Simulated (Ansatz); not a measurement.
This Ansatz 0.2.0 run on Ir needs a look.

Contents of input.yaml:

```yaml
crystal:
  lattice:
    - [0.0, 1.9156, 1.9156]
    - [1.9156, 0.0, 1.9156]
    - [1.9156, 1.9156, 0.0]
  atoms:
    - { symbol: Ir, position: [0.0, 0.0, 0.0] }
hamiltonian:
  xc: pbe
  pseudopotentials: { kind: paw }
kpoints:
  mp_grid: { grid: [12, 12, 12] }
  band_path:
    path:
      - [[0.0, 0.0, 0.0], [0.5, 0.0, 0.5], [0.5, 0.25, 0.75], [0.375, 0.375, 0.75], [0.0, 0.0, 0.0], [0.5, 0.5, 0.5], [0.625, 0.25, 0.625], [0.5, 0.25, 0.75], [0.5, 0.5, 0.5], [0.375, 0.375, 0.75]]
      - [[0.625, 0.25, 0.625], [0.5, 0.0, 0.5]]
    npoints: 14
scf:
  occupations: { method: fermi_dirac, width: 0.05 }
  n_extra_bands: 6
  max_iter: 60
output:
  forces: true
  stress: true
  eigenvalues: true
  fatbands: false
basis:
  ecutrho_ratio: 0
```

Potentials or basis: Ansatz PAW.

Run with:

```bash
$ ansatz run input.yaml --threads 2 --pin off --max-ram 5632MiB --backend cpu --events-out ev --progress --plain --runs-dir out
```

Output:

```text
Error: invalid value for `basis.ecutrho_ratio`: must be in [1, 1024]; got 0
```

Diagnose the run.

The program refused the input. The input holds a flaw that was put in on purpose: a density cutoff under the waves' (basis.ecutrho_ratio = 0).

A sound run on the same cell differs in these lines of the main input:
```diff
@@ -21 +20,0 @@
-  max_iter: 60
@@ -26,3 +25 @@
-  fatbands: false
-basis:
-  ecutrho_ratio: 0
+  fatbands: true
```
